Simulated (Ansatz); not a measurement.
Runs of Ansatz 0.2.0 on PtSe2 (Sudovikovite). The structure is trigonal, space group P-3m1 (No. 164). Conventional cell: a = 3.724 Å, b = 3.724 Å, c = 5.062 Å, α = 90.00°, β = 90.00°, γ = 120.00°. Pt (site symmetry -3m) has 6 Se at 2.49 Å as nearest neighbours. Se (site symmetry 3m) has 3 Pt at 2.49 Å as nearest neighbours. 

```tsv
task	level	cell	k mesh	cutoff (eV)	points for each segment of the path	mesh quality	gap on the mesh (eV)	pressure (GPa)	relaxed volume (Å³/atom)
band structure	r2SCAN50	as given	4 × 4 × 3	500	4	coarse	1.54	-2.1	-
relaxation of cell and atoms	RPBE+D3(BJ)	relaxed	8 × 8 × 5	420	-	not flagged	-	0.0	16.38
phonons	LDA	as given	6 × 6 × 4	420	-	not flagged	none	-	-
phonons	PBEsol	as given	6 × 6 × 4	420	-	not flagged	none	-	-
relaxation of cell and atoms	RPBE+D4	relaxed	8 × 8 × 5	420	-	not flagged	-	0.0	(a)
```

Alike in all rows: potentials or basis Ansatz PAW; no spin polarisation; smearing fermi-dirac 0.05 eV.

**Question.** Estimate the missing entries.

**Answer.** (a) 19.09.

Caveats: some runs use coarse meshes; the PAW data sets come from PBE, with cores solved anew for the run's functional, which leaves a small shift of forces and pressure; the plane-wave basis is chosen anew once the cell has moved, so the energies of steps on either side of that aren't comparable (some runs); spin-orbit coupling is left out, which moves the levels of the heavy elements (some runs); the thresholds are loose for stress (some runs); the volume moved by over 15 % at a fixed basis, so the end points are rough (some runs); the volume moved by -19 % from the deposited cell, more than functionals usually miss (some runs).

A k mesh can miss the band edges, and the runs leave out spin-orbit coupling on Pt, Se.

A gap of «none» marks a metal or a gap under the smearing width.
